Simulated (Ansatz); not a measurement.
Bulk crystal (HgTe) after relaxation:

```
Hg Te
1.0
     0.00000    3.25589    3.25589
     3.25589    0.00000    3.25589
     3.25589    3.25589    0.00000
Hg Te
1 1
Direct
  0.00000 0.00000 0.00000
  0.75000 0.75000 0.75000
```

Miller indices refer to the conventional cell of F-43m (No. 216), a = 6.512 Å, b = 6.512 Å, c = 6.512 Å, α = 90.00°, β = 90.00°, γ = 90.00°.

The (100) slab of 8 planes, 11.4 Å thick with 15 Å of vacuum as cut; outer planes Hg (top) and Te (bottom).

All numbers below come from Ansatz 0.2.0, DFT PBEsol, scalar-relativistic, plane waves, PAW. Settings: cutoff 420 eV, Γ-centred mesh 8×8×1 on the computed 8-atom cell, Gaussian smearing of 0.10 eV; no spin polarisation. The cell repeats along c with a dipole correction in the vacuum.

Results for the relaxed slab:

* Surface energy (mean of both faces): 0.85 J/m²
* Work function: 4.23 eV (top), 5.67 eV (bottom)
* Dipole of the slab along +c, per cell: 0.17 e·Å

Relaxation lowers the energy by 0.025 J/m² a face; the largest move is 0.091 Å.

| plane (bottom to top) | atoms | spacing to next, bulk (Å) | relaxed (Å) | change (%) |
| --- | --- | --- | --- | --- |
| 1 | Te | 1.628 | 1.465 | -10.0 |
| 2 | Hg | 1.628 | 1.762 | +8.2 |
| 3 | Te | 1.628 | 1.530 | -6.0 |
| 4 | Hg | 1.628 | 1.719 | +5.6 |
| 5 | Te | 1.628 | 1.550 | -4.8 |
| 6 | Hg | 1.628 | 1.712 | +5.2 |
| 7 | Te | 1.628 | 1.581 | -2.9 |
| 8 | Hg |  |  |  |

Spin-orbit coupling is left out, which matters for the bands of heavy elements.